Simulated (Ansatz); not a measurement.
A 3-atom cell of SrCl2 started from a crystallographic database was relaxed with 5 functionals in the PAW code Ansatz, cell and atoms free, the symmetry of the start kept (meshes: PBE 6×6×6, r2SCAN 6×6×6, PBEsol 6×6×6, LDA 6×6×6, HSE06 4×4×4). No spin polarisation and no zero-point or thermal motion.

The HSE06 result:
Space group Fm-3m (No. 225). a = 7.007 Å, b = 7.007 Å, c = 7.007 Å, α = 90.00°, β = 90.00°, γ = 90.00°
```
atom  site  symmetry       x       y       z
  Sr    4a      m-3m  0.0000  0.0000  0.0000
  Cl    8c      -43m  0.2500  0.7500  0.7500
```

The symmetry is Fm-3m (No. 225, cubic); conventional cell a = 7.007 Å, 28.67 Å³ an atom. Sr has 8 Cl at 3.03 Å; Cl has 4 Sr at 3.03 Å.

(1) How does the cell change with PBE?

(2) How does the cell change with r2SCAN?

(3) Held at the r2SCAN cell, what mean stress do LDA and PBE find, and does its sign point to their own minimum?

## Answers

(1) a = 7.038 Å; the volume differs by +1.3 % from HSE06's. Around Sr lie 8 Cl at 3.05 Å; around Cl lie 4 Sr at 3.05 Å.

(2) a = 6.995 Å; the volume differs by -0.5 % from HSE06's. Around Sr lie 8 Cl at 3.03 Å; around Cl lie 4 Sr at 3.03 Å.

(3) Yes. LDA -3.09 GPa, and its relaxed volume is -8.2 % from r2SCAN's; PBE +0.69 GPa, and its relaxed volume is +1.9 % from r2SCAN's. Compression counts positive, so a positive stress asks for a larger cell.
